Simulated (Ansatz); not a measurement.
# Cost and result for the bulk modulus of Au

**What was measured.** The bulk modulus of Au (Gold) (Fm-3m) is reported as 167 GPa (pmc:11102561, doi:10.1038/s41598-024-61861-2). The runs below try to reproduce it.

```xyz
1
Lattice="0.0000 2.0350 2.0350 2.0350 0.0000 2.0350 2.0350 2.0350 0.0000" Properties=species:S:1:pos:R:3 pbc="T T T"
Au    0.0000    0.0000    0.0000
```

```csv
rung,level,program and potentials,cutoff (eV),k mesh,smearing,core time,chip,bulk modulus (GPa),miss,notes
LDA,LDA,"Ansatz, JTH PAW LDA",750,11 × 11 × 11,fermi-dirac 0.05,14 s,Arm Neoverse V1,195.7,+17.2 %,-
meta-GGA,r2SCAN,"Ansatz, Ansatz PAW",500,11 × 11 × 11,fermi-dirac 0.05,16 s,AMD EPYC 7R43 Zen 3,156.0,-6.6 %,"potentials made for PBE, which Ansatz adapts in part"
meta-GGA + U (4.5 eV),"r2SCAN+U (Au d U = 4.5 eV, amf)","Ansatz, Ansatz PAW",500,11 × 11 × 11,gaussian 0.05,20 s,Arm Neoverse V1,156.4,-6.3 %,"potentials made for PBE, which Ansatz adapts in part"
hybrid,HSE06,"Ansatz, Ansatz PAW",420,6 × 6 × 6,fermi-dirac 0.05,73 s,AMD EPYC 7R13 Zen 3,146.0,-12.6 %,"coarse mesh; potentials made for PBE, which Ansatz adapts in part"
hybrid,HISS,"Ansatz, Ansatz PAW",420,6 × 6 × 6,fermi-dirac 0.05,1.8 min,Arm Neoverse V1,148.0,-11.4 %,"coarse mesh; potentials made for PBE, which Ansatz adapts in part"
```

Times are single runs on shared hosts and different chips, so they are rough; meshes, cutoffs and the tasks' sizes weigh on the time. Task: equation of state. All rows: no spin polarisation. Smearing widths are in eV. The cell comes from a database and isn't always the measured one. For a metal such meshes aren't converged. Meshes differ between rows, which moves values too. Meshes are those of the run's cell of 1 atom unless a note names another. Misses use the values as printed. Runs on faulty files, with rough fits or with known faults for this quantity aren't shown. No row holds spin-orbit coupling.

By rung: LDA 195.7; meta-GGA 156.0; meta-GGA + U (4.5 eV) 156.4; hybrid on coarse meshes 146.0 to 148.0 (GPa). Measured: 167 GPa (pmc:11102561, doi:10.1038/s41598-024-61861-2). Closest, coarse meshes and atomic bases left aside, is r2SCAN+U, with the U typed (-6.3 %). The runs are for a static lattice, while measurements hold temperature and zero-point motion.

LDA makes gold too stiff at 195.7 GPa, while every other row falls below the measured 167 GPa. This is the familiar LDA overbinding: bonds that are too short push the filled 5d shells into stronger overlap, and the resistance to compression climbs steeply as the volume shrinks. The semilocal correction in r2SCAN weakens that binding, probably overshooting towards too large a volume.

Adding U hardly matters, with 156.4 against 156.0 GPa. The Au 5d shell is almost full and its orbitals are nearly evenly occupied, so a correction built on departures from the mean occupation has little to act on. The nominal lead of r2SCAN+U is therefore no evidence that gold needs a Hubbard term. Nor do the lower hybrid values establish that exact exchange softens the metal.

Thermal expansion and zero-point motion both soften the real crystal, so a static reference would lie somewhat above the measured value. That would narrow the LDA error and widen the others.
